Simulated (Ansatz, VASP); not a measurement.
**Tl: VASP beside Ansatz**

```
Tl
1.0
     0.00000    3.55918    3.55918
     3.55918    0.00000    3.55918
     3.55918    3.55918    0.00000
Tl
2
Direct
  0.87500 0.87500 0.87500
  0.12500 0.12500 0.12500
```

Alike in both runs: functional PBE; k mesh 11 × 11 × 11; occupations fermi-dirac, width 0.05 eV; no spin polarisation.

Ansatz relaxed the structure, and its values are those at the end. VASP's run is a single point on that final structure, the one shown.

|  | VASP | Ansatz |
| --- | --- | --- |
| version | VASP 6.6.1 | Ansatz 0.2.0 |
| potentials or method | VASP PAW PBE potentials, release 64 (Tl_d), cutoff 520 eV | all-electron LAPW, scalar-relativistic |

|  | VASP | Ansatz | Ansatz less VASP |
| --- | --- | --- | --- |
| pressure (GPa) | 0.0 | 0.0 | +0.04 |

Ansatz ran all-electron here, so the differences hold the error of VASP's frozen core and of both bases.

The runs have no spin-orbit coupling, so splittings on Tl are missing.
